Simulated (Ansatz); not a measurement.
# Cu: the cost of one run

Computed with Ansatz 0.2.0 (DFT r2SCAN, scalar-relativistic, plane waves, PAW).

4 further runs of the same task are left out: 4 set aside as unsound or not needed.

### Step 1. The system as given

Symmetry: I4/mmm, No. 139, tetragonal system. The conventional cell has a = 2.856 Å, b = 2.856 Å, c = 2.683 Å, α = 90.00°, β = 90.00°, γ = 90.00°. Around Cu (site symmetry 4/mmm) lie 10 Cu at 2.42 to 2.68 Å.

Structure file:

```xyz
1
Lattice="-1.4278 1.4278 1.3413 1.4278 -1.4278 1.3413 1.4278 1.4278 -1.3413" Properties=species:S:1:pos:R:3 pbc="T T T"
Cu    0.0000    0.0000    0.0000
```

It goes back to an entry of the Materials Project, which need not be the stable form.

It is the result of an earlier relaxation at this level (volume 10.94 Å³/atom; gap on the mesh: none (metal)).

### Step 2. Relaxing with r2SCAN

input.yaml reads:

```yaml
crystal:
  lattice:
    - [-1.427834344, 1.427834344, 1.3413077449]
    - [1.427834344, -1.427834344, 1.3413077449]
    - [1.427834344, 1.427834344, -1.3413077449]
  atoms:
    - { symbol: Cu, position: [0.0, 0.0, 0.0] }
basis:
  ecutwfc: 500
kpoints:
  mp_grid: { grid: [24, 24, 24] }
hamiltonian:
  xc: r2scan
scf:
  occupations: { method: fermi_dirac, width: 0.15 }
output:
  forces: true
  stress: true
  eigenvalues: true
relax:
  adjacent_minimum: "off"
  f_tol: 0.001
  max_steps: 60
  cell: { stress_tol: 0.01 }
```

Run with:

```console
> ansatz run input.yaml --threads 1 --pin off --max-ram 3072MiB --backend cpu --events-out ev --progress --plain --runs-dir out
```

What time and memory should one allow on 1 thread of Intel Xeon 6975P-C (Granite Rapids), shared host?

About 1.8 min, with a peak of 0.59 GiB.
